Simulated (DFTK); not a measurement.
Runs of DFTK 0.8.2 on Ir. It takes space group Fm-3m (No. 225, cubic). The conventional cell has a = 3.831 Å, b = 3.831 Å, c = 3.831 Å, α = 90.00°, β = 90.00°, γ = 90.00°. Around Ir (site symmetry m-3m) lie 12 Ir at 2.71 Å. 

```csv
task,level,potentials or basis,U,k mesh,cutoff (eV),start of the occupations,symmetries used,mesh quality,gap on the mesh (eV),pressure (GPa)
band structure,BJ06,"in-house norm-conserving set (r2SCAN, scalar relativistic)",-,11 × 11 × 11,925,-,-,not flagged,none,-
band structure,BJ06,"in-house norm-conserving set (r2SCAN, scalar relativistic)",-,12 × 12 × 12,925,-,-,not flagged,none,-
single point,PBEsol+U,dojo.nc.sr.pbe.v0_4_1.standard.upf (PBE),Ir d U = 0 eV,6 × 6 × 6,925,half filled (the program's default),no,coarse,none,0.5
single point,PBEsol+U,dojo.nc.sr.pbe.v0_4_1.standard.upf (PBE),Ir d U = 3 eV,6 × 6 × 6,925,half filled (the program's default),no,coarse,none,(a)
```

Alike in all rows: no spin polarisation; cell as given; smearing fermi-dirac 0.05 eV.

Q: Fill in the values left out.

A: (a) -0.2.

Caveats: some runs use coarse meshes; the potentials were made for another functional, which shifts forces and pressure; the program leaves the constant c of mgga_x_tb09 at 1, so the potential is Becke-Johnson's (BJ06) and not Tran and Blaha's, with levels but no total energy (some runs); spin-orbit coupling is left out, which moves the levels of the heavy elements (some runs); the Hubbard orbitals reach further out than in other programs, which can move energies by up to some tens of meV an atom (some runs); U without spin polarisation on a metal has little footing (some runs); the U is typed as a test and isn't derived for this compound (some runs).

A k mesh can miss the band edges, and the runs leave out spin-orbit coupling on Ir.

A gap of «none» marks a metal or a gap under the smearing width.
